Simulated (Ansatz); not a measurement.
The system is HfB2.

```
Hf B
1.0
     3.14000    0.00000    0.00000
    -1.57000    2.71932    0.00000
     0.00000    0.00000    3.48000
Hf B
1 2
Direct
  0.00000 0.00000 0.00000
  0.66667 0.33333 0.50000
  0.33333 0.66667 0.50000
```

Base run:

- Program: Ansatz 0.2.0
- Functional: LDA
- Potentials or basis: all-electron LAPW, scalar-relativistic
- Cutoff: 263 eV
- Density cutoff: 1053 eV
- Basis error allowed: 0.002 eV/atom
- k mesh: 10 × 10 × 8
- Occupations: fermi-dirac, width 0.05 eV
- Spin: no spin polarisation

Its results: pressure -10.1 GPa.

After a change of settings the same cell gave: pressure 1.5 GPa. Which change was it?
A. functional from LDA to PBE
B. functional from LDA to PBEsol; basis error allowed from 0.002 eV/atom to 0.001 eV/atom
C. functional from LDA to PBEsol; potentials or basis from all-electron LAPW, scalar-relativistic to all-electron PAW datasets made for the crystal
D. functional from LDA to PBEsol; potentials or basis from all-electron LAPW, scalar-relativistic to all-electron LAPW, non-relativistic

A.

PBE binds less tightly than LDA, so the same cell stands under more pressure.

Not every run made on this cell is shown here.
